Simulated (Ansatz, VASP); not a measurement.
**Si2Ni: VASP beside Ansatz**

```
Ni Si
1.0
     0.00000    2.75601    2.75601
     2.75601    0.00000    2.75601
     2.75601    2.75601    0.00000
Ni Si
1 2
Direct
  0.00000 0.00000 0.00000
  0.75000 0.75000 0.75000
  0.25000 0.25000 0.25000
```

Change from the starting cell: volume scaled by 1.06.

Alike in both runs: task single point; functional PBE; k mesh 9 × 9 × 9; occupations fermi-dirac, width 0.05 eV; collinear spin, ferromagnetic start.

|  | VASP | Ansatz |
| --- | --- | --- |
| version | VASP 6.6.1 | Ansatz 0.2.0 |
| potentials or method | VASP PAW PBE potentials, release 64 (Ni, Si) | Ansatz PAW |
| plane-wave cutoff (eV) | 520 | 420 |
| valence electrons in the cell | 18 | 26 |

Ansatz gave:

* gap on the k mesh at the Fermi level (eV): none
* pressure (GPa): -4.5
* net moment per atom (μB): 0.00

Task: Which values does VASP return?

Result: gap on the k mesh at the Fermi level (eV): none; pressure (GPa): -4.6; net moment per atom (μB): 0.00.

A gap of «none» marks a metal or a gap that the smearing closes. The two sets of potentials don't hold the same shells in valence.

Caveats: the starting moments weren't kept (Ansatz).
